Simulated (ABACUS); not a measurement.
Runs of ABACUS 3.10.1 on Tc. Symmetry: P6_3/mmc, No. 194, hexagonal system. Conventional cell: a = 2.740 Å, b = 2.740 Å, c = 4.398 Å, α = 90.00°, β = 90.00°, γ = 120.00°. Around Tc (site symmetry -6m2) lie 12 Tc at 2.71 to 2.74 Å. 

```csv
level,gap on the mesh (eV),pressure (GPa)
TPSS,none,1.2
PBE,none,(b)
LDA,none,-8.4
PBEsol,none,-3.8
SCAN,none,-3.2
WC,none,-2.0
PW91,none,(a)
```

Alike in all rows: task single point; potentials or basis SG15 ONCV 1.2 PBE, DZP LCAO (the cutoffs set its grid); no spin polarisation; cell as given; k mesh 11 × 11 × 6; cutoff (eV) 1361; smearing fermi-dirac 0.05 eV.

Estimate the missing entries.

(a) 5.5; (b) 5.1.

Caveats: the atomic orbitals were generated for these runs and aren't a published set; the basis of atomic orbitals isn't converged, which shifts pressures, moduli and gaps; the potentials were made for another functional, which shifts forces and pressure (some runs).

A k mesh can miss the band edges, and the runs leave out spin-orbit coupling on Tc.

A gap of «none» marks a metal or a gap under the smearing width.
